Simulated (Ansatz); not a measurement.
This guess for P is about to be relaxed.

```
CELL_PARAMETERS angstrom
3.49461 0.00000 0.00000
-1.74730 3.02642 0.00000
0.00000 0.00000 17.11999
ATOMIC_POSITIONS crystal
P 0.00000 0.00000 0.18750
P 0.00000 0.00000 0.68750
P 0.00000 0.00000 0.31250
P 0.00000 0.00000 0.81250
P 0.33333 0.66667 0.52083
P 0.66667 0.33333 0.02083
P 0.33333 0.66667 0.97917
P 0.66667 0.33333 0.47917
P 0.33333 0.66667 0.64583
P 0.66667 0.33333 0.14583
P 0.33333 0.66667 0.85417
P 0.66667 0.33333 0.35417
```

Level of theory: DFT PBE, scalar-relativistic, plane waves, PAW (Ansatz 0.2.0). Cutoff 420 eV, Gaussian smearing, Γ-centred meshes. Cell and atoms relax first on a coarse mesh and then on a converged one. In between, the cell is made exact in the group found at 0.06 Å. The steps can't lower the symmetry of their start. No spin polarisation.

A guess keeps its type if space group and coordination stay and the shape of the cell changes little (axis ratios within about 15 %, angles within 6°); the volume may change.

Q: Will the relaxed cell still be of the starting type?

A: It doesn't keep its type. The symmetry stays P6_3/mmc (No. 194). The volume per atom grows by 94.1 %, from 15.1 to 29.3 Å³. The shortest distance goes from 2.14 Å (P–P) to 2.26 Å (P–P). The ratio c/a of the conventional cell changes by a factor of 2.34. Counting neighbours within 15 % of an atom's shortest distance, the start has P 4 and the end P 3. In detail, at the end P on its first site has 3 P at 2.26 Å; around P on its second site lie 3 P at 2.26 Å; around P on its third site lie 3 P at 2.26 Å.

```cif
data_structure
_symmetry_space_group_name_H-M 'P6_3/mmc'
_symmetry_Int_Tables_number 194
_cell_length_a 3.2811
_cell_length_b 3.2811
_cell_length_c 37.6919
_cell_angle_alpha 90.000
_cell_angle_beta 90.000
_cell_angle_gamma 120.000
_cell_volume 351.41
loop_
_atom_site_label
_atom_site_type_symbol
_atom_site_symmetry_multiplicity
_atom_site_Wyckoff_symbol
_atom_site_fract_x
_atom_site_fract_y
_atom_site_fract_z
_atom_site_occupancy
P1 P 4 e 0.00000 0.00000 0.18277 1
P2 P 4 f 0.33333 0.66667 0.51647 1
P3 P 4 f 0.33333 0.66667 0.64984 1
```

The last run used a 12×12×1 mesh (in the run's order of axes) for its 12-atom cell and Gaussian smearing of 0.02 eV. No dispersion correction is applied, so the spacing and binding between layers, chains or molecules are poorly described. A structure relaxed within its symmetry needn't be a true minimum.
